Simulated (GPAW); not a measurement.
Crystal: Ba.

```xyz
1
Lattice="-2.5065 2.5065 2.5065 2.5065 -2.5065 2.5065 2.5065 2.5065 -2.5065" Properties=species:S:1:pos:R:3 pbc="T T T"
Ba    0.0000    0.0000    0.0000
```

* Program: GPAW 26.7.0
* Task: relaxation of cell and atoms
* Functional: RPBE
* Potentials or basis: the program's PAW data sets (release 1.2.1) made for this functional
* Cutoff: 600 eV
* Basis: pw
* k mesh: 7 × 7 × 7
* Occupations: fermi-dirac, width 0.05 eV
* Spin: no spin polarisation

At the start: pressure 0.8 GPa; volume 62.99 Å³/atom.

**Question.** How do energy, volume and symmetry change on relaxing?

**Answer.** Over 3 steps the energy falls by 16.5 meV/atom and the volume is 69.07 Å³/atom (+9.7 %); space group Im-3m (No. 229, to 0.05 Å).

The path:
| step | energy change (eV) | largest force (eV/Å) | pressure (GPa) | volume (Å³) |
| --- | --- | --- | --- | --- |
| 1 | 0.0000 | 0.0000 | 0.84 | 62.99 |
| 2 | -0.0045 | 0.0000 | 0.70 | 63.88 |
| 3 | -0.0165 | 0.0000 | 0.02 | 69.07 |

Final structure:
```yaml
crystal:
  lattice:
    - [-2.58470, 2.58470, 2.58470]
    - [2.58470, -2.58470, 2.58470]
    - [2.58470, 2.58470, -2.58470]
  atoms:
    - { symbol: Ba, position: [0.00000, 0.00000, 0.00000] }
```

Caveat: later steps reuse the first step's grids.
